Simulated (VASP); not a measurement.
PbS:

```
CELL_PARAMETERS angstrom
2.11266 1.21975 3.45192
-2.11266 1.21975 3.45192
0.00000 -2.43949 3.45192
ATOMIC_POSITIONS crystal
Pb 0.98057 0.98057 0.98057
S 0.47504 0.47504 0.47504
```

The cell is a database's computed one.

| Item | Value |
| --- | --- |
| Program | VASP 6.6.1 |
| Task | single point |
| Functional | PBE |
| Potentials or basis | VASP PAW PBE potentials, release 64 (Pb_d, S) |
| Cutoff | 520 eV |
| k mesh | 8 × 8 × 8 |
| Occupations | fermi-dirac, width 0.05 eV |
| Spin | no spin polarisation |

On this cell: pressure 0.8 GPa; largest force 0.019 eV/Å; band gap on the k mesh 0.46 eV, direct.

The same run follows on a disturbed copy (atoms moved at random, drawn with an rms of 0.05 Å):

```
Pb S
1.0
     2.11266    1.21975    3.45192
    -2.11266    1.21975    3.45192
     0.00000   -2.43949    3.45192
Pb S
1 1
Cartesian
  0.0257 -0.0034 10.1828
  0.0296 0.0358 4.9550
```

**Question.** What changes?

**Answer.** The energy moves by +0.1 meV/atom; pressure 0.9 GPa; largest force 0.022 eV/Å; band gap on the k mesh 0.45 eV, direct.

Forces in eV/Å, atoms in the order of the input:
```
Pb   0.001  0.014 -0.017
S   -0.001 -0.014  0.017
```

Caveats: spin-orbit coupling is left out, which as a rule narrows the gap of such compounds by several tenths of an eV.

A k mesh can miss the band edges.
